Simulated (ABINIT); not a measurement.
Te2Pt (Moncheite):

```
CELL_PARAMETERS angstrom
4.01000 0.00000 0.00000
-2.00500 3.47276 0.00000
0.00000 0.00000 5.20100
ATOMIC_POSITIONS crystal
Pt 0.00000 0.00000 0.00000
Te 0.66667 0.33333 0.75000
Te 0.33333 0.66667 0.25000
```

Base run:

| Property | Result |
| --- | --- |
| Program | ABINIT 10.8.3 (patched build) |
| Functional | PW91 |
| Potentials or basis | JTH PAW PBE v2.0 |
| Cutoff | 544 eV |
| k mesh | 8 × 8 × 5 |
| Occupations | fermi-dirac, width 0.05 eV |
| Spin | no spin polarisation |

Its results: band gap on the k mesh none (metal or under the smearing width); pressure 10.1 GPa; largest force 1.227 eV/Å.

After a change of settings the same cell gave: band gap on the k mesh none (metal or under the smearing width); pressure 3.8 GPa; largest force 0.878 eV/Å. Which change was it?
A. functional from PW91 to PBE; k mesh from 8 × 8 × 5 to 6 × 6 × 4
B. functional from PW91 to PBE; k mesh from 8 × 8 × 5 to 3 × 3 × 2
C. functional from PW91 to SOGGA
D. functional from PW91 to BP86

C.

SOGGA binds more tightly than PW91, so the same cell stands under less pressure.

Caveats: the PAW data sets were made with another functional, which shifts forces and pressure a little; spin-orbit coupling is left out, which moves the levels of the heavy elements.
